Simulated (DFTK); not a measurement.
Crystal: MgO.

```
CELL_PARAMETERS angstrom
0.00000 2.09700 2.09700
2.09700 0.00000 2.09700
2.09700 2.09700 0.00000
ATOMIC_POSITIONS crystal
Mg 0.00000 0.00000 0.00000
O 0.50000 0.50000 0.50000
```

The cell is a database's computed one.

Base run:

```yaml
Program: DFTK 0.8.2
Functional: BJ06
Potentials_or_basis: in-house norm-conserving set (r2SCAN, scalar relativistic)
Cutoff: 1279 eV
k_mesh: 9 × 9 × 9
Occupations: fermi-dirac, width 0.05 eV
Spin: no spin polarisation
```

Its results: band gap on the k mesh 5.91 eV, direct.

Problem. The run is repeated on the same cell with these changes: functional from BJ06 to r2SCAN. What comes out?

Solution. Band gap on the k mesh 5.76 eV, direct.

Caveats: the program warned that the kinetic-energy density falls under its von Weizsäcker bound, which can give unphysical results; the program leaves the constant c of mgga_x_tb09 at 1, so the potential is Becke-Johnson's (BJ06) and not Tran and Blaha's, with levels but no total energy (some runs).

Not every run made on this cell is shown here.
